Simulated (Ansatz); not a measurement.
**PbF2: Electrostatic potentials at the F nuclei**

Cell: a Materials Project structure (computed, not necessarily an observed phase), atoms as given.

Space group Pnma (No. 62); a = 6.4081, b = 3.8796, c = 7.6638 Å.

| site | Wyckoff | site symmetry | x | y | z |
| --- | --- | --- | --- | --- | --- |
| Pb | 4c | .m. | 0.2551 | 0.2500 | 0.8941 |
| F5 | 4c | .m. | 0.4741 | 0.2500 | 0.1535 |
| F9 | 4c | .m. | 0.6408 | 0.7500 | 0.4349 |

One atom of each set is listed.

Method: Kohn–Sham DFT in Ansatz, r2SCAN, plane waves and PAW (field gradients read without the response of the frozen cores, which leaves them typically 4 to 6 % off), scalar-relativistic, 500 eV cutoff, Γ-centred 4×6×3 k-points, Fermi–Dirac smearing 0.02 eV.

The potential at a nucleus is that of all electrons and the other nuclei. A higher potential binds the core electrons more strongly, so differences between sites of one element are the initial-state part of core-level shifts.

(1) Rank the F sites by the potential at the nucleus, lowest first, and give each against the lowest.
A. F5: 3 Pb at 2.43–2.63 Å; also 2 Pb at 3.05 Å
B. F9: 4 Pb at 2.45–2.61 Å

Answers

(1) A (0.00 V), B (0.22 V).
